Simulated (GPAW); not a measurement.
Re:

```
Re
1.0
     2.76080    0.00000    0.00000
    -1.38040    2.39092    0.00000
     0.00000    0.00000    4.45820
Re
2
Direct
  0.66667 0.33333 0.75000
  0.33333 0.66667 0.25000
```

```yaml
Program: GPAW 26.7.0
Task: single point
Functional: PBE
Potentials_or_basis: GPAW PAW data sets (gpaw-data 1.2.1)
Cutoff: 600 eV
Basis: pw
k_mesh: 11 × 11 × 6
Occupations: fermi-dirac, width 0.05 eV
Spin: no spin polarisation
```

On this cell: pressure 5.4 GPa; largest force under 0.003 eV/Å; band gap on the k mesh none (metal or under the smearing width).

The same run follows on a disturbed copy (atoms moved at random, drawn with an rms of 0.05 Å):

```
Re
1.0
     2.76080    0.00000    0.00000
    -1.38040    2.39092    0.00000
     0.00000    0.00000    4.45820
Re
2
Cartesian
  1.4005 0.7550 3.4064
  -0.0082 1.5914 1.0882
```

Question: What does the disturbed cell give?

Answer: The energy (extrapolated to zero smearing) moves by +12.0 meV/atom; pressure 6.8 GPa; largest force 0.567 eV/Å; band gap on the k mesh none (metal or under the smearing width).

Forces on the atoms (eV/Å):
```
Re  -0.156  0.213 -0.502
Re   0.156 -0.213  0.502
```

Stress tensor (GPa, compression positive):
```
 5.39  0.73  0.62
 0.73  7.28 -0.90
 0.62 -0.90  7.76
```
